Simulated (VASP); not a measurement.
# BN (R3m) in VASP: further runs

The runs below take BN through band structure, with revPBE, BLYP, PW91, AM05.

Program: VASP 6.6.1. These are calculated values, not measurements. Logs are shortened: lines on timing, memory, paths and dates and some standing lists are left out, and cuts for length are marked.

**1. The structure**

The structure is trigonal, space group R3m (No. 160). The conventional cell has a = 2.502 Å, b = 2.502 Å, c = 10.119 Å, α = 90.00°, β = 90.00°, γ = 120.00°. N (site symmetry 3m) is surrounded by 3 B at 1.44 Å. B (site symmetry 3m) has 3 N at 1.44 Å as nearest neighbours.

The cell is a database's computed one.

**2. Band structure, revPBE**

INCAR

```
SYSTEM = BN
  PREC = Accurate
  ENCUT = 520
  EDIFF = 1E-6
  ISMEAR = -1
  SIGMA = 0.05
  LREAL = .False.
  LASPH = .True.
  NELM = 100
  ALGO = Fast
  ISIF = 2
  LWAVE = .False.
  LCHARG = .False.
  GGA = RE
  NBANDS = 11
```

KPOINTS

```
regular mesh
0
Gamma
  12 12 12
  0 0 0
```

POSCAR

```
BN
1.0
    1.2511217832      0.7223354983      3.3729344033
   -1.2511217832      0.7223354983      3.3729344033
    0.0000000000     -1.4446709966      3.3729344033
N B
1 1
Direct
    0.6672382000      0.6672382000      0.6672382000
    0.0003288000      0.0003288000      0.0003288000
```

KPOINTS_OPT

```
path GLB1,BZGX,QFP1Z,LP
20
line-mode
reciprocal
 0.0000000000  0.0000000000  0.0000000000  G
 0.5000000000  0.0000000000  0.0000000000  L

 0.5000000000  0.0000000000  0.0000000000  L
 0.5000000000  0.1972419765 -0.1972419765  B1

 0.8027580235  0.5000000000  0.1972419765  B
 0.5000000000  0.5000000000  0.5000000000  Z

 0.5000000000  0.5000000000  0.5000000000  Z
 0.0000000000  0.0000000000  0.0000000000  G

 0.0000000000  0.0000000000  0.0000000000  G
 0.3486209883  0.0000000000 -0.3486209883  X

 0.6513790117  0.3486209883  0.0000000000  Q
 0.5000000000  0.5000000000  0.0000000000  F

 0.5000000000  0.5000000000  0.0000000000  F
 0.6513790117  0.6513790117  0.1972419765  P1

 0.6513790117  0.6513790117  0.1972419765  P1
 0.5000000000  0.5000000000  0.5000000000  Z

 0.5000000000  0.0000000000  0.0000000000  L
 0.8027580235  0.3486209883  0.3486209883  P
```

Potentials or basis: VASP PAW PBE potentials, release 64 (N, B).

The run is started by

```
$ cat potpaw_PBE.64/N/POTCAR potpaw_PBE.64/B/POTCAR > POTCAR
$ mpirun -np 1 vasp_std > vasp.out
```

OUTCAR:

```text
SYSTEM = BN
   PREC = Accurate
   ENCUT = 520
   EDIFF = 1E-6
   ISMEAR = -1
   LREAL = .False.
   LASPH = .True.
   NELM = 100
   ISIF = 2
   GGA = RE

 ion  position               nearest neighbor table
   1  0.667  0.667  0.667-   2 1.44   2 1.44   2 1.44
   2  0.000  0.000  0.000-   1 1.44   1 1.44   1 1.44

  LATTYP: Found a trigonal (rhomboedric) cell.
 ALAT       =     3.6692997666
 COS(alpha) =     0.7674786797

  Lattice vectors:

 A1 = (   1.2511217832,   0.7223354983,   3.3729344033)
 A2 = (  -1.2511217832,   0.7223354983,   3.3729344033)
 A3 = (   0.0000000000,  -1.4446709966,   3.3729344033)

Analysis of symmetry for initial positions (statically):
=====================================================================
 Subroutine PRICEL returns:
 Original cell was already a primitive cell.

 Routine SETGRP: Setting up the symmetry group for a
 trigonal (rhombohedral) supercell.

 Subroutine GETGRP returns: Found  6 space group operations
 (whereof  6 operations were pure point group operations)
 out of a pool of 12 trial point group operations.

The static configuration has the point symmetry C_3v.

Analysis of symmetry for dynamics (positions and initial velocities):
=====================================================================
 Subroutine PRICEL returns:
 Original cell was already a primitive cell.

 Routine SETGRP: Setting up the symmetry group for a
 trigonal (rhombohedral) supercell.

 Subroutine GETGRP returns: Found  6 space group operations
 (whereof  6 operations were pure point group operations)
 out of a pool of 12 trial point group operations.

The dynamic configuration has the point symmetry C_3v.

 Subroutine INISYM returns: Found  6 space group operations
 (whereof  6 operations are pure point group operations),
 and found     1 'primitive' translations

----------------------------------------------------------------------------------------

                                     Primitive cell

  volume of cell :      18.2893

  direct lattice vectors                    reciprocal lattice vectors
     1.251121783  0.722335498  3.372934403     0.399641351  0.230733042  0.098825916
    -1.251121783  0.722335498  3.372934403    -0.399641351  0.230733042  0.098825916
     0.000000000 -1.444670997  3.372934403     0.000000000 -0.461466083  0.098825916

  length of vectors
     3.669299767  3.669299767  3.669299767     0.471929558  0.471929558  0.471929558

  position of ions in fractional coordinates (direct lattice)
     0.667238200  0.667238200  0.667238200
     0.000328800  0.000328800  0.000328800

  ion indices of the primitive-cell ions
   primitive index   ion index
                 1           1
                 2           2

----------------------------------------------------------------------------------------

 KPOINTS: regular mesh

Automatic generation of k-mesh.
 Grid dimensions read from file:
 generate k-points for:   12   12   12

 Generating k-lattice:

  Cartesian coordinates                     Fractional coordinates (reciprocal lattice)
     0.033303446  0.019227753  0.008235493     0.083333333  0.000000000  0.000000000
    -0.033303446  0.019227753  0.008235493     0.000000000  0.083333333  0.000000000
     0.000000000 -0.038455507  0.008235493     0.000000000  0.000000000  0.083333333

  Length of vectors
     0.039327463  0.039327463  0.039327463

  Shift w.r.t. Gamma in fractional coordinates (k-lattice)
     0.000000000  0.000000000  0.000000000

 Subroutine IBZKPT returns following result:
 ===========================================

 Found    189 irreducible k-points:

 Following reciprocal coordinates:
            Coordinates               Weight
  0.000000  0.000000  0.000000      1.000000
  0.083333 -0.000000 -0.000000      6.000000
  0.166667 -0.000000  0.000000      6.000000
  0.250000 -0.000000 -0.000000      6.000000
  0.333333 -0.000000  0.000000      6.000000
  0.416667 -0.000000 -0.000000      6.000000
[... 16 lines left out ...]
  0.500000  0.166667 -0.000000     12.000000
 -0.416667  0.166667  0.000000     12.000000
 [... further k-points ...]
   k-points           NKPTS =    189   k-points in BZ     NKDIM =    189   number of bands    NBANDS=     11
   number of dos      NEDOS =    301   number of ions     NIONS =      2
   total plane-waves  NPLWV =  21952
   dimension x,y,z NGX =    28 NGY =   28 NGZ =   28
   dimension x,y,z NGXF=    56 NGYF=   56 NGZF=   56
   ions per type =               1   1
   NGX,Y,Z   is equivalent  to a cutoff of  12.69, 12.69, 12.69 a.u.
   NGXF,Y,Z  is equivalent  to a cutoff of  25.37, 25.37, 25.37 a.u.
 SYSTEM =  BN
   PREC   = accura    normal or accurate (medium, high low for compatibility)
   ISTART =      0    job   : 0-new  1-cont  2-samecut
   ICHARG =      2    charge: 1-file 2-atom 10-const
   ISPIN  =      1    spin polarized calculation?
   LNONCOLLINEAR =      F non collinear calculations
   LSORBIT =      F    spin-orbit coupling
   LASPH  =      T    aspherical Exc in radial PAW
   ENCUT  =  520.0 eV  38.22 Ry    6.18 a.u.   6.82  6.82  6.82*2*pi/ulx,y,z
   NELM   =    100;   NELMIN=  2; NELMDL= -5     # of ELM steps
   EDIFF  = 0.1E-05   stopping-criterion for ELM
   LREAL  =      F    real-space projection
   EDIFFG = 0.1E-04   stopping-criterion for IOM
   NSW    =      0    number of steps for IOM
   IBRION =     -1    ionic relax: 0-MD 1-quasi-New 2-CG
   NFREE  =      0    steps in history (QN), initial steepest desc. (CG)
   ISIF   =      2    stress and relaxation
   ISYM   =      2    0-nonsym 1-usesym 2-fastsym
   POTIM  = 0.5000    time-step for ionic-motion
   TEBEG  =    0.0;   TEEND  =   0.0 temperature during run
   PSTRESS=    0.0 pullay stress
   NELECT =       8.0000    total number of electrons
   NUPDOWN=      -1.0000    fix difference up-down
   EMIN   =  10.00;   EMAX   =-10.00  energy-range for DOS
   EFERMI =   0.00;   METHOD = LEGACY
   ISMEAR =    -1;   SIGMA  =   0.05  broadening in eV -4-tet -1-fermi 0-gaus
   EFERMI_NEDOS =   21; number of points for ismear=-14 and -15
   IALGO  =     68    algorithm
   IMIX   =      4    mixing-type and parameters
     AMIX     =   0.40;   BMIX     =  1.00
     AMIX_MAG =   1.60;   BMIX_MAG =  1.00
  volume/ion in A,a.u.               =       9.14        61.71
  Fermi-wavevector in a.u.,A,eV,Ry     =   1.242717  2.348395 21.012099  1.544346
  Thomas-Fermi vector in A             =   2.377059
   LORBIT       =      0    0 simple, 1 ext, 2 COOP (PROOUT), +10 PAW based schemes
   GGA     = RE    functional components
   LHFCALC =     F    Hartree Fock is set to
   AEXX    =    0.0000 exact exchange contribution
   IVDW    =     0    specifies the selected vdW correction
   LEPSILON=     F    determine dielectric tensor
   LRPA    =     F    only Hartree local field effects (RPA)
 non-spin polarized calculation
 RMM-DIIS sequential band-by-band and
  energy-cutoff  :      520.00
  volume of cell :       18.29
 maximum number of plane-waves:       517
   NGX = 13   NGY = 13   NGZ = 13

 number of electron       8.0000000 magnetization

 Free energy of the ion-electron system (eV)
  ---------------------------------------------------
  ext. energy  EPLUGINS =         0.00000000
  ---------------------------------------------------
  free energy    TOTEN  =       -16.96920382 eV

  energy without entropy =      -16.96920382  energy(sigma->0) =      -16.96920382

 E-fermi :   3.3505     XC(G=0):  -9.7932

 val. band max:        2.2321606872   @ k =  -0.3333   0.3333   0.0000
 cond. band min:       6.5965929818   @ k =   0.5000   0.5000  -0.0000
 fundamental gap:      4.3644322946
 Fermi energy:         3.3505379048

 k-point     1 :       0.0000    0.0000    0.0000
  band No.  band energies     occupation
      1     -15.5979      2.00000
      2      -1.9477      2.00000
      3       0.9600      2.00000
      4       0.9600      2.00000
      5       7.6063      0.00000
      6      13.9470      0.00000
      7      13.9470      0.00000
      8      15.4541      0.00000
      9      16.9867      0.00000
     10      28.2354      0.00000
     11      30.3919      0.00000

 k-point     2 :       0.0833   -0.0000   -0.0000
  band No.  band energies     occupation
      1     -15.4600      2.00000
      2      -1.7983      2.00000
      3       0.3886      2.00000
      4       0.7027      2.00000
      5       7.8890      0.00000
      6      13.8794      0.00000
      7      14.5419      0.00000
      8      14.9768      0.00000
      9      17.4207      0.00000
     10      28.3501      0.00000
     11      28.7246      0.00000

 k-point     3 :       0.1667   -0.0000    0.0000
  band No.  band energies     occupation
      1     -15.0541      2.00000
      2      -1.3650      2.00000
      3      -1.0337      2.00000
      4       0.0759      2.00000
      5       8.6292      0.00000
      6      13.6445      0.00000
      7      13.8059      0.00000
      8      16.1594      0.00000
      9      18.4782      0.00000
     10      25.6305      0.00000
     11      27.8006      0.00000

 k-point     4 :       0.2500   -0.0000   -0.0000
  band No.  band energies     occupation
      1     -14.4086      2.00000
      2      -2.8548      2.00000
      3      -0.6510      2.00000
      4      -0.6395      2.00000
      5       9.6199      0.00000
      6      12.0122      0.00000
      7      13.6797      0.00000
      8      18.4524      0.00000
      9      19.6178      0.00000
     10      23.4498      0.00000
     11      26.1956      0.00000

 k-point     5 :       0.3333   -0.0000    0.0000
  band No.  band energies     occupation
      1     -13.5939      2.00000
      2      -4.6559      2.00000
      3      -1.2753      2.00000
      4       0.2712      2.00000
      5       9.6501      0.00000
      6      11.3013      0.00000
      7      13.8351      0.00000
      8      19.7682      0.00000
      9      21.0279      0.00000
     10      22.5369      0.00000
     11      25.0331      0.00000
[... 211 lines left out ...]
 k-point    21 :       0.3333    0.1667    0.0000
  band No.  band energies     occupation
      1     -14.0069      2.00000
      2      -3.2637      2.00000
      3      -1.6357      2.00000
      4      -0.5190      2.00000
      5      10.1889      0.00000
      6      12.0621      0.00000
      7      14.7970      0.00000
      8      17.2345      0.00000
      9      20.7151      0.00000
     10      22.0310      0.00000
     11      26.8435      0.00000

 k-point    22 :       0.4167    0.1667   -0.0000
  band No.  band energies     occupation
      1     -13.2303      2.00000
      2      -4.6491      2.00000
      3      -2.4924      2.00000
      4       0.3649      2.00000
      5       9.2463      0.00000
      6      12.9307      0.00000
      7      15.3451      0.00000
      8      17.8737      0.00000
      9      19.6356      0.00000
     10      22.7818      0.00000
     11      25.6633      0.00000

 k-point    23 :       0.5000    0.1667   -0.0000
  band No.  band energies     occupation
      1     -12.4875      2.00000
      2      -5.8629      2.00000
      3      -3.0086      2.00000
      4       1.3160      2.00000
      5       8.0631      0.00000
      6      13.8191      0.00000
      7      15.7020      0.00000
      8      17.5999      0.00000
      9      19.6985      0.00000
     10      22.6553      0.00000
     11      25.7392      0.00000

 k-point    24 :      -0.4167    0.1667    0.0000
  band No.  band energies     occupation
      1     -12.1592      2.00000
      2      -6.3699      2.00000
      3      -3.1804      2.00000
      4       1.9113      2.00000
      5       7.4619      0.00000
      6      13.8500      0.00000
      7      15.9806      0.00000
      8      16.8085      0.00000
      9      20.0888      0.00000
     10      23.2813      0.00000
     11      25.5172      0.00000

 [... further k-points ...]

------------------------ aborting loop because EDIFF is reached ----------------------------------------

  FORCE on cell =-STRESS in cart. coord.  units (eV):
  Direction    XX          YY          ZZ          XY          YZ          ZX
  --------------------------------------------------------------------------------------
  -------------------------------------------------------------------------------------
  Total        0.9099682      0.9099682      0.4285273      0.0000000      0.0000000      0.0000000
  in kB       79.7148301     79.7148301     37.5397548      0.0000000      0.0000000      0.0000000
  external PRESSURE =      65.6564717 kB  Pullay stress =       0.0000000 kB

 VOLUME and BASIS-vectors are now :
 -----------------------------------------------------------------------------
  energy-cutoff  :      520.00
  volume of cell :       18.29
      direct lattice vectors                 reciprocal lattice vectors
     1.251121783  0.722335498  3.372934403     0.399641351  0.230733042  0.098825916
    -1.251121783  0.722335498  3.372934403    -0.399641351  0.230733042  0.098825916
     0.000000000 -1.444670997  3.372934403     0.000000000 -0.461466083  0.098825916

 POSITION                                       TOTAL-FORCE (eV/Angst)
 -----------------------------------------------------------------------------------
      0.00000      0.00000      6.75165         0.000000      0.000000     -0.003177
      0.00000      0.00000      0.00333         0.000000     -0.000000      0.003177
 -----------------------------------------------------------------------------------
    total drift:                               -0.000000      0.000000      0.000189

  FREE ENERGIE OF THE ION-ELECTRON SYSTEM (eV)
  ---------------------------------------------------
  free  energy   TOTEN  =       -16.9692038245 eV

  energy  without entropy=      -16.9692038245  energy(sigma->0) =      -16.96920382
```

Run time: 57 s. Hardware: 1 thread of Intel Xeon Platinum 8488C (Sapphire Rapids), shared host; peak memory 0.19 GiB.

What came out:

```
Free energy             : -16.9692 eV
Pressure                : 6.6 GPa
Largest force           : 0.003 eV/Å
Band gap on the k mesh  : 4.36 eV, indirect (least direct gap 4.75 eV)
Band gap along the path : 4.31 eV, indirect (least direct gap 4.75 eV)
```

Forces in eV/Å, atoms in the order of the input:
```
N    0.000  0.000 -0.003
B    0.000  0.000  0.003
```

Stress tensor (GPa, compression positive):
```
7.97 0.00 0.00
0.00 7.97 0.00
0.00 0.00 3.75
```

Levels at the corners of the path, in eV from the valence-band top:
```tsv
point	band 1	band 2	band 3	band 4	band 5	band 6	band 7	band 8
Γ	-17.89	-4.24	-1.33	-1.33	5.32	11.66	11.66	13.17
L	-14.70	-8.99	-4.11	-0.66	5.29	9.89	13.24	15.16
L	-14.70	-8.99	-4.11	-0.66	5.29	9.89	13.24	15.16
B1	-14.16	-7.99	-6.95	-0.42	4.82	12.54	14.20	16.07
B	-14.16	-7.99	-6.95	-0.42	4.82	12.54	14.20	16.07
Z	-17.63	-6.14	-1.34	-1.34	10.23	11.59	11.59	12.18
Z	-17.63	-6.14	-1.34	-1.34	10.23	11.59	11.59	12.18
Γ	-17.89	-4.24	-1.33	-1.33	5.32	11.66	11.66	13.17
Γ	-17.89	-4.24	-1.33	-1.33	5.32	11.66	11.66	13.17
X	-14.10	-7.96	-7.13	-0.16	4.65	12.47	13.97	16.53
Q	-14.10	-7.96	-7.13	-0.16	4.65	12.47	13.97	16.53
F	-14.63	-8.87	-4.17	-1.22	4.31	9.87	14.41	17.70
F	-14.63	-8.87	-4.17	-1.22	4.31	9.87	14.41	17.70
P1	-14.74	-8.73	-4.11	-1.52	5.01	9.93	14.49	16.75
P1	-14.74	-8.73	-4.11	-1.52	5.01	9.93	14.49	16.75
Z	-17.63	-6.14	-1.34	-1.34	10.23	11.59	11.59	12.18
L	-14.70	-8.99	-4.11	-0.66	5.29	9.89	13.24	15.16
P	-14.74	-8.73	-4.11	-1.52	5.01	9.93	14.49	16.75
```

Caveat: the PAW data sets were made with another functional, which shifts forces and pressure a little. As with any semilocal functional, this revPBE gap is likely too small.

**3. Band structure, BLYP**

POSCAR is that of step 2.

INCAR.step1

```
PREC = Accurate
ENCUT = 520
EDIFF = 1E-7
ISMEAR = -1
SIGMA = 0.05
LREAL = F
LASPH = T
NELM = 100
ALGO = Normal
ISIF = 2
LWAVE = F
LCHARG = T
GGA = B5
ALDAX = 1.0
AGGAX = 1.0
AGGAC = 1.0
ALDAC = 0.0
```

KPOINTS.step1

```
regular mesh
0
Gamma
  12 12 12
```

INCAR.step2

```
PREC = Accurate
ENCUT = 520
EDIFF = 1E-7
ISMEAR = 0
SIGMA = 0.05
LREAL = F
LASPH = T
NELM = 100
ALGO = Normal
ISIF = 2
LWAVE = F
LCHARG = F
GGA = B5
ALDAX = 1.0
AGGAX = 1.0
AGGAC = 1.0
ALDAC = 0.0
ICHARG = 11
```

KPOINTS.step2

```
path GLB1,BZGX,QFP1Z,LP
15
line-mode
reciprocal
 0.0000000000  0.0000000000  0.0000000000  G
 0.5000000000  0.0000000000  0.0000000000  L

 0.5000000000  0.0000000000  0.0000000000  L
 0.5000000000  0.1972419765 -0.1972419765  B1

 0.8027580235  0.5000000000  0.1972419765  B
 0.5000000000  0.5000000000  0.5000000000  Z

 0.5000000000  0.5000000000  0.5000000000  Z
 0.0000000000  0.0000000000  0.0000000000  G

 0.0000000000  0.0000000000  0.0000000000  G
 0.3486209883  0.0000000000 -0.3486209883  X

 0.6513790117  0.3486209883  0.0000000000  Q
 0.5000000000  0.5000000000  0.0000000000  F

 0.5000000000  0.5000000000  0.0000000000  F
 0.6513790117  0.6513790117  0.1972419765  P1

 0.6513790117  0.6513790117  0.1972419765  P1
 0.5000000000  0.5000000000  0.5000000000  Z

 0.5000000000  0.0000000000  0.0000000000  L
 0.8027580235  0.3486209883  0.3486209883  P
```

Potentials or basis: VASP PAW PBE potentials, release 64 (N, B).

The run is started by

```
$ cat potpaw_PBE.64/N/POTCAR potpaw_PBE.64/B/POTCAR > POTCAR
$ cp INCAR.step1 INCAR
$ cp KPOINTS.step1 KPOINTS
$ mpirun -np 1 vasp_std > vasp.out
$ cp INCAR.step2 INCAR
$ cp KPOINTS.step2 KPOINTS
$ mpirun -np 1 vasp_std > vasp.out
```

Wall time 46 s (1 thread of Intel Xeon Platinum 8488C (Sapphire Rapids), shared host); peak memory 0.16 GiB.

Results (log left out):

| Item | Value |
| --- | --- |
| Band gap on the k mesh | 4.35 eV, indirect (least direct gap 4.75 eV) |
| Band gap along the path | 4.31 eV, indirect (least direct gap 4.75 eV) |

Levels at the corners of the path, in eV from the valence-band top:
| point | band 1 | band 2 | band 3 | band 4 | band 5 | band 6 | band 7 | band 8 |
| --- | --- | --- | --- | --- | --- | --- | --- | --- |
| Γ | -17.74 | -4.18 | -1.43 | -1.43 | 5.17 | 11.71 | 11.71 | 13.07 |
| L | -14.59 | -8.91 | -4.17 | -0.63 | 5.29 | 10.03 | 13.10 | 14.97 |
| L | -14.59 | -8.91 | -4.17 | -0.63 | 5.29 | 10.03 | 13.10 | 14.97 |
| B1 | -14.06 | -7.93 | -6.90 | -0.41 | 4.83 | 12.48 | 14.13 | 16.01 |
| B | -14.06 | -7.93 | -6.90 | -0.41 | 4.83 | 12.48 | 14.13 | 16.01 |
| Z | -17.48 | -6.13 | -1.45 | -1.45 | 10.09 | 11.64 | 11.64 | 12.30 |
| Z | -17.48 | -6.13 | -1.45 | -1.45 | 10.09 | 11.64 | 11.64 | 12.30 |
| Γ | -17.74 | -4.18 | -1.43 | -1.43 | 5.17 | 11.71 | 11.71 | 13.07 |
| Γ | -17.74 | -4.18 | -1.43 | -1.43 | 5.17 | 11.71 | 11.71 | 13.07 |
| X | -14.00 | -7.91 | -7.08 | -0.15 | 4.67 | 12.42 | 13.89 | 16.45 |
| Q | -14.00 | -7.91 | -7.08 | -0.15 | 4.67 | 12.42 | 13.89 | 16.45 |
| F | -14.52 | -8.79 | -4.22 | -1.20 | 4.31 | 10.04 | 14.24 | 17.52 |
| F | -14.52 | -8.79 | -4.22 | -1.20 | 4.31 | 10.04 | 14.24 | 17.52 |
| P1 | -14.63 | -8.64 | -4.16 | -1.51 | 5.02 | 10.09 | 14.31 | 16.59 |
| P1 | -14.63 | -8.64 | -4.16 | -1.51 | 5.02 | 10.09 | 14.31 | 16.59 |
| Z | -17.48 | -6.13 | -1.45 | -1.45 | 10.09 | 11.64 | 11.64 | 12.30 |
| L | -14.59 | -8.91 | -4.17 | -0.63 | 5.29 | 10.03 | 13.10 | 14.97 |
| P | -14.63 | -8.64 | -4.16 | -1.51 | 5.02 | 10.09 | 14.31 | 16.59 |

Caveat: the log is that of the step along the path at fixed density, whose energy, stress, charges and moments have no meaning; the PAW data sets were made with another functional, which shifts forces and pressure a little.

(Part 1 of 2 ends here.)
